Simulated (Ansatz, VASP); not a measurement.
This is a calculation of AlO for VASP 6.6.1.

The input INCAR:

```
SYSTEM = AlO
ALGO     = Normal         ! electronic algorithm
EDIFF    = 1E-7           ! SCF threshold, eV
ENCUT    = 520            ! plane-wave cutoff, eV
GGA      = PE             ! functional
ISIF     = 2              ! what is computed and relaxed
ISMEAR   = -1             ! smearing method
LASPH    = .TRUE.         ! aspherical terms in the spheres
LCHARG   = .FALSE.        ! write CHGCAR
LREAL    = .FALSE.        ! projectors in reciprocal space
LWAVE    = .FALSE.        ! write WAVECAR
NBANDS   = 12             ! bands
NELM     = 80             ! most SCF steps
PREC     = Accurate       ! precision mode
SIGMA    = 0.05           ! smearing width, eV
```

File KPOINTS:

```
k-points
0
G
  10 10 10
  0 0 0
```

POSCAR

```
AlO
1.0
    2.7691900000      0.0000000000      0.0000000000
    0.0000000000      2.7691900000      0.0000000000
    0.0000000000      0.0000000000      2.7691900000
Al O
1 1
Direct
    0.5000000000      0.5000000000      0.5000000000
    0.0000000000      0.0000000000      0.0000000000
```

Potentials or basis: VASP PAW PBE potentials, release 64 (Al, O).

Run with:

```bash
$ cat potpaw_PBE.64/Al/POTCAR potpaw_PBE.64/O/POTCAR > POTCAR
$ mpirun -np 1 vasp_std > vasp.out
```

Q: Set up the same calculation for Ansatz 0.2.0. Potentials there: Ansatz PAW.

A: As run (the cutoff follows the program's own potentials):

File input.yaml:

```yaml
crystal:
  lattice:
    - [2.76919, 0.0, 0.0]
    - [0.0, 2.76919, 0.0]
    - [0.0, 0.0, 2.76919]
  atoms:
    - { symbol: Al, position: [0.5, 0.5, 0.5] }
    - { symbol: O, position: [0.0, 0.0, 0.0] }
hamiltonian:
  xc: pbe
  pseudopotentials: { kind: paw }
kpoints:
  mp_grid: { grid: [10, 10, 10] }
scf:
  occupations: { method: fermi_dirac, width: 0.05 }
output:
  forces: true
  stress: true
  eigenvalues: true
```

Potentials or basis: Ansatz PAW.

Launch:

```console
$ ansatz run input.yaml --threads 1 --pin off --max-ram 3584MiB --backend cpu --events-out ev --progress --plain --runs-dir out
```

Both were run:

|  | VASP | Ansatz | Ansatz less VASP |
| --- | --- | --- | --- |
| gap on the k mesh at the Fermi level (eV) | none | none | - |
| pressure (GPa) | -0.1 | 0.0 | +0.15 |

A gap of «none» marks a metal or a gap that the smearing closes.

Caveats: an odd number of electrons without spin polarisation forces a metal; a magnetic or distorted state may lie lower; the pressure holds a Pulay correction of +0.6 GPa for the finite cutoff (Ansatz).
